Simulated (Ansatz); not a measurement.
**Bi under changes of volume**

One of the cells (35.070 Å³/atom); the others are scaled copies at fixed shape and fractional positions:

```
CELL_PARAMETERS angstrom
2.26750 1.30914 3.93800
-2.26750 1.30914 3.93800
0.00000 -2.61828 3.93800
ATOMIC_POSITIONS crystal
Bi 0.76600 0.76600 0.76600
Bi 0.23400 0.23400 0.23400
```

- Program: Ansatz 0.2.0
- Functional: PBE0
- Potentials or basis: Ansatz PAW
- Cutoff: 420 eV (not typed: the program's choice for these potentials)
- k mesh: 4 × 4 × 4
- Occupations: fermi-dirac, width 0.05 eV
- Spin: no spin polarisation

```tsv
volume (Å³/atom)	energy over the lowest point (meV/atom)	pressure (GPa)	gap on the mesh (eV)	largest force (eV/Å)
32.965	26.29	3.9	0.66	0.038
33.667	?	?	?	?
34.368	3.54	1.4	0.69	0.239
35.070	0.00	0.3	0.71	0.330
35.771	0.99	-0.7	0.72	0.414
36.472	6.01	-1.6	0.74	0.493
37.174	14.61	-2.4	0.75	0.567
```

Problem. What does the run at 33.667 Å³/atom give?

Solution. Energy over the lowest point 12.09 meV/atom; pressure 2.6 GPa; gap on the mesh 0.68 eV; largest force 0.142 eV/Å.

Worked out: A Birch-Murnaghan fit of order 3 (a polynomial in V^(-2/3)) to the other rows has its minimum at 35.26 Å³/atom with B0 = V·E''(V) = 50 GPa and B' = 4.6 at fixed shape and positions, which overstates the stiffness. It gives 12.08 meV/atom at 33.667 Å³/atom, against the run's 12.09, and -dE/dV = 2.6 GPa, against 2.6. A straight line through the other rows of the gap, of slope 0.764 eV per unit of ln V (its deformation potential), gives 0.68 eV, against the run's 0.68.

Energies are extrapolated to zero smearing.

Caveats: some runs use coarse meshes; spin-orbit coupling is left out, which as a rule narrows the gap of such compounds by several tenths of an eV; the PAW data sets come from PBE, with cores solved anew for the run's functional, which leaves a small shift of forces and pressure; the thresholds are loose for stress.

A mesh can miss the band edges.
